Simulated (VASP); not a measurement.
# ScAl3 (Pm-3m) in VASP: a series of runs

The runs below take ScAl3 through relaxation of cell and atoms, with PBE+D3, PBE+D3(BJ), PBE+D4.

Program: VASP 6.6.1. These are calculated values, not measurements. Logs are shortened: lines on timing, memory, paths and dates and some standing lists are left out, and cuts for length are marked.

## (1) The structure

Symmetry: Pm-3m, No. 221, cubic system. The conventional cell has a = 4.088 Å, b = 4.088 Å, c = 4.088 Å, α = 90.00°, β = 90.00°, γ = 90.00°. Sc (site symmetry m-3m) has 12 Al at 2.89 Å as nearest neighbours. Al (site symmetry 4/mmm) is surrounded by 4 Sc at 2.89 Å and 8 Al at 2.89 Å.

The cell is a database's computed one.

## (2) Relaxation of cell and atoms, PBE+D3

File INCAR:

```
SYSTEM = ScAl3
  PREC = Accurate
  ENCUT = 600
  EDIFF = 1E-6
  ISMEAR = -1
  SIGMA = 0.05
  LREAL = .FALSE.
  LASPH = .TRUE.
  NELM = 100
  ALGO = Fast
  ISIF = 3
  LWAVE = .FALSE.
  LCHARG = .FALSE.
  GGA = PE
  IVDW = 11
  IBRION = 2
  NSW = 40
  EDIFFG = -0.01
```

File KPOINTS:

```
Automatic mesh
0
G
  7 7 7
  0 0 0
```

File POSCAR:

```
ScAl3
1.0
    4.0878065700      0.0000000000      0.0000000000
    0.0000000000      4.0878065700      0.0000000000
    0.0000000000      0.0000000000      4.0878065700
Sc Al
1 3
Direct
    0.0000000000      0.0000000000      0.0000000000
    0.5000000000      0.5000000000      0.0000000000
    0.0000000000      0.5000000000      0.5000000000
    0.5000000000      0.0000000000      0.5000000000
```

Potentials or basis: VASP PAW PBE potentials, release 64 (Sc_sv, Al).

Command:

```sh
$ cat potpaw_PBE.64/Sc_sv/POTCAR potpaw_PBE.64/Al/POTCAR > POTCAR
$ mpirun -np 1 vasp_std > vasp.out
```

OUTCAR:

```text
SYSTEM = ScAl3
   PREC = Accurate
   ENCUT = 600
   EDIFF = 1E-6
   ISMEAR = -1
   LREAL = .FALSE.
   LASPH = .TRUE.
   NELM = 100
   ISIF = 3
   GGA = PE
   IVDW = 11
   IBRION = 2
   NSW = 40
   EDIFFG = -0.01
 IVDW          = 11

 ion  position               nearest neighbor table
   1  0.000  0.000  0.000-   2 2.89   3 2.89   4 2.89   3 2.89   4 2.89   2 2.89   3 2.89   3 2.89
                             2 2.89   4 2.89   4 2.89   2 2.89
   2  0.500  0.500  0.000-   1 2.89   3 2.89   4 2.89   3 2.89   4 2.89   1 2.89   4 2.89   4 2.89
                             1 2.89   3 2.89   3 2.89   1 2.89
   3  0.000  0.500  0.500-   1 2.89   2 2.89   4 2.89   1 2.89   2 2.89   1 2.89   4 2.89   1 2.89
                             2 2.89   4 2.89   2 2.89   4 2.89
   4  0.500  0.000  0.500-   1 2.89   2 2.89   3 2.89   1 2.89   2 2.89   2 2.89   3 2.89   2 2.89
                             1 2.89   3 2.89   1 2.89   3 2.89

  LATTYP: Found a simple cubic cell.
 ALAT       =     4.0878065700

  Lattice vectors:

 A1 = (   4.0878065700,   0.0000000000,   0.0000000000)
 A2 = (   0.0000000000,   4.0878065700,   0.0000000000)
 A3 = (   0.0000000000,   0.0000000000,   4.0878065700)

Analysis of symmetry for initial positions (statically):
=====================================================================
 Subroutine PRICEL returns:
 Original cell was already a primitive cell.

 Routine SETGRP: Setting up the symmetry group for a
 simple cubic supercell.

 Subroutine GETGRP returns: Found 48 space group operations
 (whereof 48 operations were pure point group operations)
 out of a pool of 48 trial point group operations.

The static configuration has the point symmetry O_h .

Analysis of symmetry for dynamics (positions and initial velocities):
=====================================================================
 Subroutine PRICEL returns:
 Original cell was already a primitive cell.

 Routine SETGRP: Setting up the symmetry group for a
 simple cubic supercell.

 Subroutine GETGRP returns: Found 48 space group operations
 (whereof 48 operations were pure point group operations)
 out of a pool of 48 trial point group operations.

The dynamic configuration has the point symmetry O_h .

 Subroutine INISYM returns: Found 48 space group operations
 (whereof 48 operations are pure point group operations),
 and found     1 'primitive' translations

----------------------------------------------------------------------------------------

                                     Primitive cell

  volume of cell :      68.3079

  direct lattice vectors                    reciprocal lattice vectors
     4.087806570  0.000000000  0.000000000     0.244629970  0.000000000  0.000000000
     0.000000000  4.087806570  0.000000000     0.000000000  0.244629970  0.000000000
     0.000000000  0.000000000  4.087806570     0.000000000  0.000000000  0.244629970

  length of vectors
     4.087806570  4.087806570  4.087806570     0.244629970  0.244629970  0.244629970

  position of ions in fractional coordinates (direct lattice)
     0.000000000  0.000000000  0.000000000
     0.500000000  0.500000000  0.000000000
     0.000000000  0.500000000  0.500000000
     0.500000000  0.000000000  0.500000000

  ion indices of the primitive-cell ions
   primitive index   ion index
                 1           1
                 2           2
                 3           3
                 4           4

----------------------------------------------------------------------------------------

 KPOINTS: Automatic mesh

Automatic generation of k-mesh.
 Grid dimensions read from file:
 generate k-points for:    7    7    7

 Generating k-lattice:

  Cartesian coordinates                     Fractional coordinates (reciprocal lattice)
     0.034947139  0.000000000  0.000000000     0.142857143  0.000000000  0.000000000
     0.000000000  0.034947139  0.000000000     0.000000000  0.142857143  0.000000000
     0.000000000  0.000000000  0.034947139     0.000000000  0.000000000  0.142857143

  Length of vectors
     0.034947139  0.034947139  0.034947139

  Shift w.r.t. Gamma in fractional coordinates (k-lattice)
     0.000000000  0.000000000  0.000000000

 Subroutine IBZKPT returns following result:
 ===========================================

 Found     20 irreducible k-points:

 Following reciprocal coordinates:
            Coordinates               Weight
  0.000000  0.000000  0.000000      1.000000
  0.142857  0.000000  0.000000      6.000000
  0.285714  0.000000  0.000000      6.000000
  0.428571  0.000000  0.000000      6.000000
  0.142857  0.142857  0.000000     12.000000
  0.285714  0.142857  0.000000     24.000000
[... 12 lines left out ...]
  0.428571  0.428571  0.285714     24.000000
  0.428571  0.428571  0.428571      8.000000
   k-points           NKPTS =     20   k-points in BZ     NKDIM =     20   number of bands    NBANDS=     14
   number of dos      NEDOS =    301   number of ions     NIONS =      4
   total plane-waves  NPLWV =  46656
   dimension x,y,z NGX =    36 NGY =   36 NGZ =   36
   dimension x,y,z NGXF=    72 NGYF=   72 NGZF=   72
   ions per type =               1   3
   NGX,Y,Z   is equivalent  to a cutoff of  14.64, 14.64, 14.64 a.u.
   NGXF,Y,Z  is equivalent  to a cutoff of  29.28, 29.28, 29.28 a.u.
 SYSTEM =  ScAl3
   PREC   = accura    normal or accurate (medium, high low for compatibility)
   ISTART =      0    job   : 0-new  1-cont  2-samecut
   ICHARG =      2    charge: 1-file 2-atom 10-const
   ISPIN  =      1    spin polarized calculation?
   LNONCOLLINEAR =      F non collinear calculations
   LSORBIT =      F    spin-orbit coupling
   LASPH  =      T    aspherical Exc in radial PAW
   ENCUT  =  600.0 eV  44.10 Ry    6.64 a.u.   8.16  8.16  8.16*2*pi/ulx,y,z
   NELM   =    100;   NELMIN=  2; NELMDL= -5     # of ELM steps
   EDIFF  = 0.1E-05   stopping-criterion for ELM
   LREAL  =      F    real-space projection
   EDIFFG = -.1E-01   stopping-criterion for IOM
   NSW    =     40    number of steps for IOM
   IBRION =      2    ionic relax: 0-MD 1-quasi-New 2-CG
   NFREE  =      1    steps in history (QN), initial steepest desc. (CG)
   ISIF   =      3    stress and relaxation
   ISYM   =      2    0-nonsym 1-usesym 2-fastsym
   POTIM  = 0.5000    time-step for ionic-motion
   TEBEG  =    0.0;   TEEND  =   0.0 temperature during run
   PSTRESS=    0.0 pullay stress
   NELECT =      20.0000    total number of electrons
   NUPDOWN=      -1.0000    fix difference up-down
   EMIN   =  10.00;   EMAX   =-10.00  energy-range for DOS
   EFERMI =   0.00;   METHOD = LEGACY
   ISMEAR =    -1;   SIGMA  =   0.05  broadening in eV -4-tet -1-fermi 0-gaus
   EFERMI_NEDOS =   21; number of points for ismear=-14 and -15
   IALGO  =     68    algorithm
   IMIX   =      4    mixing-type and parameters
     AMIX     =   0.40;   BMIX     =  1.00
     AMIX_MAG =   1.60;   BMIX_MAG =  1.00
  volume/ion in A,a.u.               =      17.08       115.24
  Fermi-wavevector in a.u.,A,eV,Ry     =   1.087079  2.054282 16.078563  1.181741
  Thomas-Fermi vector in A             =   2.223230
   LORBIT       =      0    0 simple, 1 ext, 2 COOP (PROOUT), +10 PAW based schemes
   GGA     = PE    functional components
   LHFCALC =     F    Hartree Fock is set to
   AEXX    =    0.0000 exact exchange contribution
   IVDW    =    11    specifies the selected vdW correction
   LEPSILON=     F    determine dielectric tensor
   LRPA    =     F    only Hartree local field effects (RPA)
 conjugate gradient relaxation of ions
 non-spin polarized calculation
 RMM-DIIS sequential band-by-band and
  energy-cutoff  :      600.00
  volume of cell :       68.31
 maximum number of plane-waves:      2301
 NGX is ok and might be reduce to    36
   NGX = 17   NGY = 17   NGZ = 17

--------------------------------------- Ionic step        1  -------------------------------------------

 number of electron      20.0000002 magnetization

 Free energy of the ion-electron system (eV)
  ---------------------------------------------------
  ext. energy  EPLUGINS =         0.00000000
  ---------------------------------------------------
  free energy    TOTEN  =       -19.30288529 eV

  energy without entropy =      -19.29010811  energy(sigma->0) =      -19.29649670

------------------------ aborting loop because EDIFF is reached ----------------------------------------

 Edisp (eV)   -0.92954

 E8    (eV) :    -0.5182

  FORCE on cell =-STRESS in cart. coord.  units (eV):
  Direction    XX          YY          ZZ          XY          YZ          ZX
  --------------------------------------------------------------------------------------
  -------------------------------------------------------------------------------------
  Total      -0.58207    -0.58207    -0.58207     0.00000    -0.00000    -0.00000
  in kB     -13.65265   -13.65265   -13.65265     0.00000    -0.00000    -0.00000
  external pressure =      -13.65 kB  Pullay stress =        0.00 kB
[... 65 lines left out ...]
  energy  without entropy=      -20.2240650567  energy(sigma->0) =      -20.23041257

--------------------------------------- Ionic step        3  -------------------------------------------

 number of electron      20.0000004 magnetization

 Free energy of the ion-electron system (eV)
  ---------------------------------------------------
  ext. energy  EPLUGINS =         0.00000000
  ---------------------------------------------------
  free energy    TOTEN  =       -19.28979618 eV

  energy without entropy =      -19.27708859  energy(sigma->0) =      -19.28344238

 E-fermi :   7.3235     XC(G=0): -10.4793

 val. band max:        7.2541800451   @ k =   0.4286   0.4286   0.1429
 cond. band min:       7.3389188858   @ k =   0.2857   0.0000   0.0000
 fundamental gap:      0.0847388408
 Fermi energy:         7.3234686185

 k-point     1 :       0.0000    0.0000    0.0000
  band No.  band energies     occupation
      1     -41.5143      2.00000
      2     -20.2239      2.00000
      3     -20.2239      2.00000
      4     -20.2239      2.00000
      5      -2.6939      2.00000
      6       4.7752      2.00000
      7       4.7752      2.00000
      8       5.5984      2.00000
      9       5.5984      2.00000
     10       5.5984      2.00000
     11       8.6873      0.00000
     12       8.7244      0.00000
     13       8.7244      0.00000
     14       8.7244      0.00000
[... 356 lines left out ...]
  FREE ENERGIE OF THE ION-ELECTRON SYSTEM (eV)
  ---------------------------------------------------
  free  energy   TOTEN  =       -20.2372665948 eV

  energy  without entropy=      -20.2245589978  energy(sigma->0) =      -20.23091280

 reached required accuracy - stopping structural energy minimisation
```

Run time: 1.8 min. Hardware: 1 thread of Intel Xeon Platinum 8375C at 2.90GHz (Ice Lake), shared host; peak memory 0.23 GiB.

What came out:

```yaml
Free_energy: -20.2373 eV
Relaxed_volume: 16.80 Å³/atom
Relaxed_cell: a = 4.066 Å, b = 4.066 Å, c = 4.066 Å, α = 90.00°, β = 90.00°, γ = 90.00°
Space_group_after_relaxing_to_0.05_Å: Pm-3m (No. 221)
Energy_gained_by_relaxing: 1.2 meV/atom
Ionic_steps: 3
Pressure_after_relaxing: 0.0 GPa
Band_gap_on_the_k_mesh: none (metal or under the smearing width)
Dispersion_energy_per_atom: -0.237 eV
```

The path:
```tsv
step	energy change (eV)	largest force (eV/Å)	pressure (GPa)	volume (Å³)
1	0.0000	0.0000	-1.37	68.31
2	-0.0043	0.0000	0.50	66.88
3	-0.0048	0.0000	0.02	67.22
```

Final structure:
```yaml
crystal:
  lattice:
    - [4.06593, 0.00000, 0.00000]
    - [0.00000, 4.06593, 0.00000]
    - [0.00000, 0.00000, 4.06593]
  atoms:
    - { symbol: Sc, position: [0.00000, 0.00000, 0.00000] }
    - { symbol: Al, position: [0.50000, 0.50000, 0.00000] }
    - { symbol: Al, position: [0.00000, 0.50000, 0.50000] }
    - { symbol: Al, position: [0.50000, 0.00000, 0.50000] }
```

Caveat: pairwise dispersion overbinds metals, which lowers pressure and volume.

## (3) Relaxation of cell and atoms, PBE+D3(BJ)

File INCAR:

```
PREC = Accurate ; ENCUT = 600
EDIFF = 1E-6 ; ISMEAR = -1
SIGMA = 0.05 ; LREAL = False
LASPH = True ; NELM = 100
ALGO = Fast ; ISIF = 3
LWAVE = False ; LCHARG = False
GGA = PE ; IVDW = 12
IBRION = 2 ; NSW = 40
EDIFFG = -0.01
```

File KPOINTS:

```
regular mesh
0
Gamma
  7 7 7
```

POSCAR is that of step 2.

Potentials or basis: VASP PAW PBE potentials, release 64 (Sc_sv, Al).

Command:

```sh
$ cat potpaw_PBE.64/Sc_sv/POTCAR potpaw_PBE.64/Al/POTCAR > POTCAR
$ mpirun -np 1 vasp_std > vasp.out
```

OUTCAR:

```text
PREC = Accurate
   ENCUT = 600
   EDIFF = 1E-6
   ISMEAR = -1
   LREAL = False
   LASPH = True
   NELM = 100
   ISIF = 3
   GGA = PE
   IVDW = 12
   IBRION = 2
   NSW = 40
   EDIFFG = -0.01
 IVDW          = 12

 ion  position               nearest neighbor table
   1  0.000  0.000  0.000-   2 2.89   3 2.89   4 2.89   3 2.89   4 2.89   2 2.89   3 2.89   3 2.89
                             2 2.89   4 2.89   4 2.89   2 2.89
   2  0.500  0.500  0.000-   1 2.89   3 2.89   4 2.89   3 2.89   4 2.89   1 2.89   4 2.89   4 2.89
                             1 2.89   3 2.89   3 2.89   1 2.89
   3  0.000  0.500  0.500-   1 2.89   2 2.89   4 2.89   1 2.89   2 2.89   1 2.89   4 2.89   1 2.89
                             2 2.89   4 2.89   2 2.89   4 2.89
   4  0.500  0.000  0.500-   1 2.89   2 2.89   3 2.89   1 2.89   2 2.89   2 2.89   3 2.89   2 2.89
                             1 2.89   3 2.89   1 2.89   3 2.89

  LATTYP: Found a simple cubic cell.
 ALAT       =     4.0878065700

  Lattice vectors:

 A1 = (   4.0878065700,   0.0000000000,   0.0000000000)
[... 182 lines left out ...]

 Edisp (eV)   -1.51608

 E8    (eV) :    -0.6964
[... 75 lines left out ...]
--------------------------------------- Ionic step        3  -------------------------------------------

 number of electron      20.0000004 magnetization

 Free energy of the ion-electron system (eV)
  ---------------------------------------------------
  ext. energy  EPLUGINS =         0.00000000
  ---------------------------------------------------
  free energy    TOTEN  =       -19.27297282 eV

  energy without entropy =      -19.26029426  energy(sigma->0) =      -19.26663354

 E-fermi :   7.4319     XC(G=0): -10.5269

 val. band max:        7.3639033139   @ k =   0.4286   0.4286   0.1429
 cond. band min:       7.4459361689   @ k =   0.2857   0.0000   0.0000
 fundamental gap:      0.0820328550
 Fermi energy:         7.4318750118

 k-point     1 :       0.0000    0.0000    0.0000
  band No.  band energies     occupation
      1     -41.3597      2.00000
      2     -20.0740      2.00000
      3     -20.0740      2.00000
      4     -20.0740      2.00000
      5      -2.6466      2.00000
      6       4.8718      2.00000
      7       4.8718      2.00000
      8       5.7043      2.00000
      9       5.7043      2.00000
     10       5.7043      2.00000
     11       8.7965      0.00000
     12       8.8429      0.00000
     13       8.8429      0.00000
     14       8.8429      0.00000
[... 356 lines left out ...]
  FREE ENERGIE OF THE ION-ELECTRON SYSTEM (eV)
  ---------------------------------------------------
  free  energy   TOTEN  =       -20.8343678552 eV

  energy  without entropy=      -20.8216892962  energy(sigma->0) =      -20.82802858

 reached required accuracy - stopping structural energy minimisation
```

OSZICAR:

```text
N       E                     dE             d eps       ncg     rms          rms(c)
DAV:   1     0.128842961953E+03    0.12884E+03   -0.91311E+03   560   0.145E+03
DAV:   2    -0.120670897404E+02   -0.14091E+03   -0.13830E+03   560   0.382E+02
DAV:   3    -0.201720229236E+02   -0.81049E+01   -0.78201E+01   890   0.776E+01
[... 40 lines left out ...]
RMM:   6    -0.192730032599E+02   -0.15756E-04   -0.35299E-04   685   0.210E-01    0.381E-02
RMM:   7    -0.192729820283E+02    0.21232E-04   -0.55881E-05   635   0.717E-02    0.271E-02
RMM:   8    -0.192729755079E+02    0.65204E-05   -0.13453E-04   601   0.149E-01    0.923E-03
RMM:   9    -0.192729720890E+02    0.34189E-05   -0.13421E-05   531   0.671E-02    0.305E-03
RMM:  10    -0.192729728155E+02   -0.72650E-06   -0.86567E-06   460   0.256E-02
   3 F= -.20834368E+02 E0= -.20828029E+02  d E =-.153997E-01
```

Run time: 1.8 min. Hardware: 1 thread of Intel Xeon Platinum 8375C at 2.90GHz (Ice Lake), shared host; peak memory 0.23 GiB.

Results:

```
Free energy                            : -20.8344 eV
Relaxed volume                         : 16.60 Å³/atom
Relaxed cell                           : a = 4.049 Å, b = 4.049 Å, c = 4.049 Å, α = 90.00°, β = 90.00°, γ = 90.00°
Space group after relaxing (to 0.05 Å) : Pm-3m (No. 221)
Energy gained by relaxing              : 3.8 meV/atom
Ionic steps                            : 3
Pressure after relaxing                : 0.0 GPa
Band gap on the k mesh                 : none (metal or under the smearing width)
Dispersion energy per atom             : -0.390 eV
```

Step by step:
```
step  energy change (eV)  largest force (eV/Å)  pressure (GPa)  volume (Å³)
   1              0.0000                0.0000           -2.49        68.31
   2             -0.0133                0.0000            1.08        65.72
   3             -0.0154                0.0000           -0.01        66.40
```

Final structure:
```cif
data_structure
_symmetry_space_group_name_H-M 'P 1'
_symmetry_Int_Tables_number 1
_cell_length_a 4.0494
_cell_length_b 4.0494
_cell_length_c 4.0494
_cell_angle_alpha 90.000
_cell_angle_beta 90.000
_cell_angle_gamma 90.000
_cell_volume 66.40
loop_
_atom_site_label
_atom_site_type_symbol
_atom_site_fract_x
_atom_site_fract_y
_atom_site_fract_z
_atom_site_occupancy
Sc1 Sc 0.00000 0.00000 0.00000 1
Al1 Al 0.50000 0.50000 0.00000 1
Al2 Al 0.00000 0.50000 0.50000 1
Al3 Al 0.50000 0.00000 0.50000 1
```

Caveat: pairwise dispersion overbinds metals, which lowers pressure and volume.

(Part 1 of 2 ends here.)
